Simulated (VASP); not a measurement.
# BeTe (F-43m) in VASP: notebook

Runs on BeTe. Level: PBE. Tasks: relaxation of the atoms.

Everything below comes from runs of VASP 6.6.1. Logs are shortened: lines on timing, memory, paths and dates and some standing lists are left out, and cuts for length are marked.

### Step 1. The structure

The structure is cubic, space group F-43m (No. 216). Conventional cell: a = 5.682 Å, b = 5.682 Å, c = 5.682 Å, α = 90.00°, β = 90.00°, γ = 90.00°. Around Be (site symmetry -43m) lie 4 Te at 2.46 Å. Te (site symmetry -43m) has 4 Be at 2.46 Å as nearest neighbours.

### Step 2. Relaxation of the atoms, PBE (a relaxed cell with its volume scaled by 0.98)

INCAR

```
PREC = Accurate
ENCUT = 300
EDIFF = 1E-7
ISMEAR = 0
SIGMA = 0.03
LREAL = False
LASPH = True
NELM = 80
ALGO = Fast
ISIF = 2
LWAVE = False
LCHARG = False
GGA = PE
IBRION = 2
NSW = 40
EDIFFG = -0.01
```

KPOINTS

```
regular mesh
0
Gamma
  4 4 4
```

POSCAR

```
BeTe                                    
1.0
    0.0000000000      2.8221740844      2.8221740844
    2.8221740844      0.0000000000      2.8221740844
    2.8221740844      2.8221740844      0.0000000000
  Be              Te            
     1     1
Direct
     0.0000000000000000    0.0000000000000000    0.0000000000000000
     0.2500000000000000    0.2500000000000000    0.2500000000000000
```

Potentials or basis: VASP PAW PBE potentials, release 64 (Be, Te).

Started as:

```
$ cat potpaw_PBE.64/Be/POTCAR potpaw_PBE.64/Te/POTCAR > POTCAR
$ mpirun -np 1 vasp_std > vasp.out
```

OUTCAR:

```text
PREC = Accurate
   ENCUT = 300
   EDIFF = 1E-7
   ISMEAR = 0
   LREAL = False
   LASPH = True
   NELM = 80
   ISIF = 2
   GGA = PE
   IBRION = 2
   NSW = 40
   EDIFFG = -0.01

 ion  position               nearest neighbor table
   1  0.000  0.000  0.000-   2 2.44   2 2.44   2 2.44   2 2.44
   2  0.250  0.250  0.250-   1 2.44   1 2.44   1 2.44   1 2.44

  LATTYP: Found a face centered cubic cell.
 ALAT       =     5.6443481688

  Lattice vectors:

 A1 = (   0.0000000000,   2.8221740844,   2.8221740844)
 A2 = (   2.8221740844,   0.0000000000,   2.8221740844)
 A3 = (   2.8221740844,   2.8221740844,   0.0000000000)

Analysis of symmetry for initial positions (statically):
=====================================================================
 Subroutine PRICEL returns:
 Original cell was already a primitive cell.

 Routine SETGRP: Setting up the symmetry group for a
 face centered cubic supercell.

 Subroutine GETGRP returns: Found 24 space group operations
 (whereof 24 operations were pure point group operations)
 out of a pool of 48 trial point group operations.

The static configuration has the point symmetry T_d .

Analysis of symmetry for dynamics (positions and initial velocities):
=====================================================================
 Subroutine PRICEL returns:
 Original cell was already a primitive cell.

 Routine SETGRP: Setting up the symmetry group for a
 face centered cubic supercell.

 Subroutine GETGRP returns: Found 24 space group operations
 (whereof 24 operations were pure point group operations)
 out of a pool of 48 trial point group operations.

The dynamic configuration has the point symmetry T_d .

 Subroutine INISYM returns: Found 24 space group operations
 (whereof 24 operations are pure point group operations),
 and found     1 'primitive' translations

----------------------------------------------------------------------------------------

                                     Primitive cell

  volume of cell :      44.9554

  direct lattice vectors                    reciprocal lattice vectors
     0.000000000  2.822174084  2.822174084    -0.177168376  0.177168376  0.177168376
     2.822174084  0.000000000  2.822174084     0.177168376 -0.177168376  0.177168376
     2.822174084  2.822174084  0.000000000     0.177168376  0.177168376 -0.177168376

  length of vectors
     3.991156866  3.991156866  3.991156866     0.306864629  0.306864629  0.306864629

  position of ions in fractional coordinates (direct lattice)
     0.000000000  0.000000000  0.000000000
     0.250000000  0.250000000  0.250000000

  ion indices of the primitive-cell ions
   primitive index   ion index
                 1           1
                 2           2

----------------------------------------------------------------------------------------

 KPOINTS: regular mesh

Automatic generation of k-mesh.
 Grid dimensions read from file:
 generate k-points for:    4    4    4

 Generating k-lattice:

  Cartesian coordinates                     Fractional coordinates (reciprocal lattice)
    -0.044292094  0.044292094  0.044292094     0.250000000  0.000000000  0.000000000
     0.044292094 -0.044292094  0.044292094     0.000000000  0.250000000  0.000000000
     0.044292094  0.044292094 -0.044292094     0.000000000  0.000000000  0.250000000

  Length of vectors
     0.076716157  0.076716157  0.076716157

  Shift w.r.t. Gamma in fractional coordinates (k-lattice)
     0.000000000  0.000000000  0.000000000

 Subroutine IBZKPT returns following result:
 ===========================================

 Found      8 irreducible k-points:

 Following reciprocal coordinates:
            Coordinates               Weight
  0.000000  0.000000  0.000000      1.000000
  0.250000  0.000000  0.000000      8.000000
  0.500000  0.000000  0.000000      4.000000
  0.250000  0.250000  0.000000      6.000000
  0.500000  0.250000  0.000000     24.000000
 -0.250000  0.250000  0.000000     12.000000
  0.500000  0.500000  0.000000      3.000000
 -0.250000  0.500000  0.250000      6.000000
   k-points           NKPTS =      8   k-points in BZ     NKDIM =      8   number of bands    NBANDS=      8
   number of dos      NEDOS =    301   number of ions     NIONS =      2
   total plane-waves  NPLWV =  13824
   dimension x,y,z NGX =    24 NGY =   24 NGZ =   24
   dimension x,y,z NGXF=    48 NGYF=   48 NGZF=   48
   ions per type =               1   1
   NGX,Y,Z   is equivalent  to a cutoff of  10.00, 10.00, 10.00 a.u.
   NGXF,Y,Z  is equivalent  to a cutoff of  19.99, 19.99, 19.99 a.u.
 SYSTEM =  unknown system
   PREC   = accura    normal or accurate (medium, high low for compatibility)
   ISTART =      0    job   : 0-new  1-cont  2-samecut
   ICHARG =      2    charge: 1-file 2-atom 10-const
   ISPIN  =      1    spin polarized calculation?
   LNONCOLLINEAR =      F non collinear calculations
   LSORBIT =      F    spin-orbit coupling
   LASPH  =      T    aspherical Exc in radial PAW
   ENCUT  =  300.0 eV  22.05 Ry    4.70 a.u.   5.64  5.64  5.64*2*pi/ulx,y,z
   NELM   =     80;   NELMIN=  2; NELMDL= -5     # of ELM steps
   EDIFF  = 0.1E-06   stopping-criterion for ELM
   LREAL  =      F    real-space projection
   EDIFFG = -.1E-01   stopping-criterion for IOM
   NSW    =     40    number of steps for IOM
   IBRION =      2    ionic relax: 0-MD 1-quasi-New 2-CG
   NFREE  =      1    steps in history (QN), initial steepest desc. (CG)
   ISIF   =      2    stress and relaxation
   ISYM   =      2    0-nonsym 1-usesym 2-fastsym
   POTIM  = 0.5000    time-step for ionic-motion
   TEBEG  =    0.0;   TEEND  =   0.0 temperature during run
   PSTRESS=    0.0 pullay stress
   NELECT =       8.0000    total number of electrons
   NUPDOWN=      -1.0000    fix difference up-down
   EMIN   =  10.00;   EMAX   =-10.00  energy-range for DOS
   EFERMI =   0.00;   METHOD = LEGACY
   ISMEAR =     0;   SIGMA  =   0.03  broadening in eV -4-tet -1-fermi 0-gaus
   EFERMI_NEDOS =   21; number of points for ismear=-14 and -15
   IALGO  =     68    algorithm
   IMIX   =      4    mixing-type and parameters
     AMIX     =   0.40;   BMIX     =  1.00
     AMIX_MAG =   1.60;   BMIX_MAG =  1.00
  volume/ion in A,a.u.               =      22.48       151.69
  Fermi-wavevector in a.u.,A,eV,Ry     =   0.920826  1.740109 11.536666  0.847921
  Thomas-Fermi vector in A             =   2.046175
   LORBIT       =      0    0 simple, 1 ext, 2 COOP (PROOUT), +10 PAW based schemes
   GGA     = PE    functional components
   LHFCALC =     F    Hartree Fock is set to
   AEXX    =    0.0000 exact exchange contribution
   IVDW    =     0    specifies the selected vdW correction
   LEPSILON=     F    determine dielectric tensor
   LRPA    =     F    only Hartree local field effects (RPA)
 conjugate gradient relaxation of ions
 non-spin polarized calculation
 RMM-DIIS sequential band-by-band and
 Gauss-broadening in eV      SIGMA  =   0.03
  energy-cutoff  :      300.00
  volume of cell :       44.96
 maximum number of plane-waves:       544
 NGX is ok and might be reduce to    24
   NGX = 11   NGY = 11   NGZ = 11

 number of electron       8.0000000 magnetization

 Free energy of the ion-electron system (eV)
  ---------------------------------------------------
  ext. energy  EPLUGINS =         0.00000000
  ---------------------------------------------------
  free energy    TOTEN  =        -7.54412781 eV

  energy without entropy =       -7.54412781  energy(sigma->0) =       -7.54412781

 E-fermi :   5.2041     XC(G=0):  -9.0167

 val. band max:        5.0456964310   @ k =   0.0000   0.0000   0.0000
 cond. band min:       7.0257898628   @ k =   0.5000   0.5000   0.0000
 fundamental gap:      1.9800934318
 Fermi energy:         5.2040809696

 k-point     1 :       0.0000    0.0000    0.0000
  band No.  band energies     occupation
      1      -7.2066      2.00000
      2       5.0457      2.00000
      3       5.0457      2.00000
      4       5.0457      2.00000
      5       8.6488      0.00000
      6       8.6488      0.00000
      7       8.6488      0.00000
      8       8.8178      0.00000

 k-point     2 :       0.2500    0.0000    0.0000
  band No.  band energies     occupation
      1      -6.6561      2.00000
      2       1.7446      2.00000
      3       4.3769      2.00000
      4       4.3769      2.00000
      5       8.3380      0.00000
      6       9.5183      0.00000
      7       9.5183      0.00000
      8      12.0403      0.00000

 k-point     3 :       0.5000    0.0000    0.0000
  band No.  band energies     occupation
      1      -5.8751      2.00000
      2      -0.4605      2.00000
      3       3.9215      2.00000
      4       3.9215      2.00000
      5       8.0971      0.00000
      6       9.6270      0.00000
      7       9.6270      0.00000
      8      12.8602      0.00000

 k-point     4 :       0.2500    0.2500    0.0000
  band No.  band energies     occupation
      1      -6.4685      2.00000
      2       2.1584      2.00000
      3       3.3783      2.00000
      4       3.3783      2.00000
      5       7.6480      0.00000
      6       9.4305      0.00000
      7      11.4621      0.00000
      8      11.4621      0.00000

 k-point     5 :       0.5000    0.2500    0.0000
  band No.  band energies     occupation
      1      -5.6653      2.00000
      2       0.2263      2.00000
      3       2.0764      2.00000
      4       3.0420      2.00000
      5       8.0060      0.00000
      6      10.5609      0.00000
      7      11.5349      0.00000
      8      11.8671      0.00000

 k-point     6 :      -0.2500    0.2500    0.0000
  band No.  band energies     occupation
      1      -5.9459      2.00000
      2       0.7133      2.00000
      3       1.8991      2.00000
      4       3.8482      2.00000
      5       8.7863      0.00000
      6      10.5525      0.00000
      7      11.1863      0.00000
      8      11.6506      0.00000

 k-point     7 :       0.5000    0.5000    0.0000
  band No.  band energies     occupation
      1      -5.3878      2.00000
      2      -0.0419      2.00000
      3       2.4204      2.00000
      4       2.4204      2.00000
      5       7.0258      0.00000
      6       7.7110      0.00000
      7      14.7026      0.00000
      8      14.7026      0.00000

 k-point     8 :      -0.2500    0.5000    0.2500
  band No.  band energies     occupation
      1      -5.3548      2.00000
      2       0.4813      2.00000
      3       1.3815      2.00000
      4       1.8642      2.00000
      5      10.3231      0.00000
      6      10.5771      0.00000
      7      10.5880      0.00000
      8      11.1893      0.00000

------------------------ aborting loop because EDIFF is reached ----------------------------------------

  FORCE on cell =-STRESS in cart. coord.  units (eV):
  Direction    XX          YY          ZZ          XY          YZ          ZX
  --------------------------------------------------------------------------------------
  -------------------------------------------------------------------------------------
  Total        0.3349373      0.3349373      0.3349373     -0.0000000      0.0000000      0.0000000
  in kB       11.9369299     11.9369299     11.9369299     -0.0000000      0.0000000      0.0000000
  external PRESSURE =      11.9369299 kB  Pullay stress =       0.0000000 kB

 VOLUME and BASIS-vectors are now :
 -----------------------------------------------------------------------------
  energy-cutoff  :      300.00
  volume of cell :       44.96
      direct lattice vectors                 reciprocal lattice vectors
     0.000000000  2.822174084  2.822174084    -0.177168376  0.177168376  0.177168376
     2.822174084  0.000000000  2.822174084     0.177168376 -0.177168376  0.177168376
     2.822174084  2.822174084  0.000000000     0.177168376  0.177168376 -0.177168376

 POSITION                                       TOTAL-FORCE (eV/Angst)
 -----------------------------------------------------------------------------------
      0.00000      0.00000      0.00000         0.000000      0.000000     -0.000000
      1.41109      1.41109      1.41109        -0.000000     -0.000000      0.000000
 -----------------------------------------------------------------------------------
    total drift:                                0.000000      0.000000      0.000000

  FREE ENERGIE OF THE ION-ELECTRON SYSTEM (eV)
  ---------------------------------------------------
  free  energy   TOTEN  =        -7.5441278084 eV

  energy  without entropy=       -7.5441278084  energy(sigma->0) =       -7.54412781

 reached required accuracy - stopping structural energy minimisation
```

Wall time 3.1 s (1 thread of AMD EPYC 7R13 (Zen 3), shared host); peak memory 0.1 GiB.

What came out:

- Free energy: -7.5441 eV
- Pressure after relaxing: 1.2 GPa
- Band gap on the k mesh: 1.98 eV, indirect (least direct gap 3.60 eV)

Final structure:
```cif
data_structure
_symmetry_space_group_name_H-M 'P 1'
_symmetry_Int_Tables_number 1
_cell_length_a 3.9912
_cell_length_b 3.9912
_cell_length_c 3.9912
_cell_angle_alpha 60.000
_cell_angle_beta 60.000
_cell_angle_gamma 60.000
_cell_volume 44.96
loop_
_atom_site_label
_atom_site_type_symbol
_atom_site_fract_x
_atom_site_fract_y
_atom_site_fract_z
_atom_site_occupancy
Be1 Be 0.00000 0.00000 0.00000 1
Te1 Te 0.25000 0.25000 0.25000 1
```

Caveat: the k mesh is coarse (spacing up to 0.48 Å⁻¹), so the values aren't converged; the cutoff is under 1.25 times the usual one of these potentials, so pressure, stress and relaxed cells hold a basis-set (Pulay) error; the relaxation stopped at its first step, so nothing moved; spin-orbit coupling is left out, which moves the levels of the heavy elements.

### Step 3. Relaxation of the atoms, PBE

INCAR is that of step 2.

KPOINTS is that of step 2.

POSCAR

```
BeTe                                    
1.0
    0.0000000000      2.8412434067      2.8412434067
    2.8412434067      0.0000000000      2.8412434067
    2.8412434067      2.8412434067      0.0000000000
  Be              Te            
     1     1
Direct
     0.0000000000000000    0.0000000000000000    0.0000000000000000
     0.2500000000000000    0.2500000000000000    0.2500000000000000
```

Potentials or basis: VASP PAW PBE potentials, release 64 (Be, Te).

Started as:

```
$ cat potpaw_PBE.64/Be/POTCAR potpaw_PBE.64/Te/POTCAR > POTCAR
$ mpirun -np 1 vasp_std > vasp.out
```

It took 3.1 s on 1 thread of AMD EPYC 7R13 (Zen 3), shared host; peak memory 0.1 GiB.

The run converged. Its results:

```yaml
Free_energy: -7.5476 eV
Pressure_after_relaxing: 0.0 GPa
Band_gap_on_the_k_mesh: 2.03 eV, indirect (least direct gap 3.62 eV)
```

Final structure:
```yaml
crystal:
  lattice:
    - [0.00000, 2.84124, 2.84124]
    - [2.84124, 0.00000, 2.84124]
    - [2.84124, 2.84124, 0.00000]
  atoms:
    - { symbol: Be, position: [0.00000, 0.00000, 0.00000] }
    - { symbol: Te, position: [0.25000, 0.25000, 0.25000] }
```

Levels at points of the mesh, in eV from the valence-band top:
```
           k point  band 1  band 2  band 3  band 4  band 5  band 6  band 7  band 8
(0.00, 0.00, 0.00)  -12.12    0.00    0.00    0.00    3.62    3.62    3.62    3.63
(0.50, 0.00, 0.00)  -10.84   -5.38   -1.09   -1.09    3.00    4.59    4.59    7.82
(0.50, 0.50, 0.00)  -10.37   -4.98   -2.55   -2.55    2.03    2.69    9.53    9.53
```

Caveat: the k mesh is coarse (spacing up to 0.48 Å⁻¹), so the values aren't converged; the cutoff is under 1.25 times the usual one of these potentials, so pressure, stress and relaxed cells hold a basis-set (Pulay) error; the relaxation stopped at its first step, so nothing moved; spin-orbit coupling is left out, which moves the levels of the heavy elements.
